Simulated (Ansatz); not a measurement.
**PbF2 (Fm-3m): gap against strain (isotropic on every length)**

A 3-atom cell of PbF2 started from a crystallographic database, relaxed with r2SCAN+rVV10 in the PAW code Ansatz, then strained (isotropic on every length; changes of length per length, axes as in the cell below) with the atoms relaxed again within the symmetry that is left. The symmetry is Fm-3m (No. 225, cubic); conventional cell a = 5.892 Å, 17.04 Å³ an atom. Pb has 8 F at 2.55 Å; F has 4 Pb at 2.55 Å. The values are computed, spin-unpolarised, and not measurements.

```xyz
3
Lattice="0.0000 2.9458 2.9458 2.9458 0.0000 2.9458 2.9458 2.9458 0.0000" Properties=species:S:1:pos:R:3 pbc="T T T"
Pb    0.0000    0.0000    0.0000
F     1.4729    1.4729    1.4729
F     4.4187    4.4187    4.4187
```

Gaps are the least over each mesh (PBE 8×8×8, r2SCAN 8×8×8, HSE06 6×6×6 when unstrained) and the special points, which keep their unstrained names.

```
strain (%)  gap, PBE (eV)  gap, r2SCAN (eV)  gap, HSE06 (eV)    edges, HSE06
     -4.31          4.331             4.790            5.542  W → Γ–X (0.92)
     -1.72          4.392             4.893            5.656           W → X
       0.0          4.415             4.924            5.713           W → X
     +1.17          4.421             4.937            5.744           W → X
```

Between zero and the nearest strains the slope of the HSE06 gap against strain is +0.033 eV per percent for negative and +0.026 for positive strain.

Spin-orbit coupling is left out; in compounds of Pb, Bi, Tl or Hg it can lower a gap by up to about 1 eV, split its edges or invert the bands.

Where an edge lies off the special points, it is a point of the mesh or the k point where a search put PBE's edge or least direct gap, reused for the other functionals, whose own edges may lie a little apart.

The meshes of the hybrids are coarse, so their gaps aren't converged to the digits shown.
